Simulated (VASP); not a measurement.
Set up this calculation in VASP 6.6.1, as the native input.

```yaml
Task: relaxation of cell and atoms
Functional: LDA
Potentials_or_basis: VASP PAW LDA potentials, release 64 (Mg, O)
Cutoff: 600 eV
k_mesh: 12 × 12 × 12
Occupations: gaussian, width 0.03 eV
Spin: no spin polarisation
Target_pressure: 12 GPa
Further_INCAR_settings: ALGO = Normal; EDIFF = 1e-06; IBRION = 2; EDIFFG = -0.01; NSW = 90; ISIF = 3
Target_pressure: 12 GPa
```

The structure of MgO (Periclase) lies in POSCAR:

```
MgO
1.0
    0.0000000000      2.1085000000      2.1085000000
    2.1085000000      0.0000000000      2.1085000000
    2.1085000000      2.1085000000      0.0000000000
Mg O
1 1
Direct
    0.0000000000      0.0000000000      0.0000000000
    0.5000000000      0.5000000000      0.5000000000
```

These files were run (other wordings do the same):

INCAR

```
ALGO     = Normal         # electronic algorithm
EDIFF    = 1E-6           # SCF threshold, eV
EDIFFG   = -0.01          # ionic threshold
ENCUT    = 600            # plane-wave cutoff, eV
IBRION   = 2              # ionic algorithm
ISIF     = 3              # what is computed and relaxed
ISMEAR   = 0              # smearing method
LASPH    = True           # aspherical terms in the spheres
LCHARG   = False          # write CHGCAR
LREAL    = False          # projectors in reciprocal space
LWAVE    = False          # write WAVECAR
NELM     = 80             # most SCF steps
NSW      = 90             # ionic steps
PREC     = Accurate       # precision mode
PSTRESS  = 120.0        
SIGMA    = 0.03           # smearing width, eV
```

KPOINTS

```
k-points
0
Gamma
  12 12 12
```

Potentials or basis: VASP PAW LDA potentials, release 64 (Mg, O).

Run with:

```bash
$ cat potpaw_LDA.64/Mg/POTCAR potpaw_LDA.64/O/POTCAR > POTCAR
$ mpirun -np 1 vasp_std > vasp.out
```

It gave:

```
Relaxed volume                                         : 8.38 Å³/atom
Relaxed cell                                           : a = 2.873 Å, b = 2.873 Å, c = 2.873 Å, α = 60.00°, β = 60.00°, γ = 60.00°
Space group after relaxing (to 0.05 Å)                 : Fm-3m (No. 225)
Energy change on relaxing (the enthalpy is what falls) : +4.5 meV/atom
Ionic steps                                            : 3
Pressure after relaxing                                : 11.9 GPa
Band gap on the k mesh                                 : 5.79 eV, direct
```

Caveat: the cell is relaxed towards a set pressure, so the enthalpy falls and the energy may rise.

Run time: 7 s on 1 thread of Intel(R) Xeon(R) 6975P-C (Granite Rapids) (shared host), peak memory 0.14 GiB.
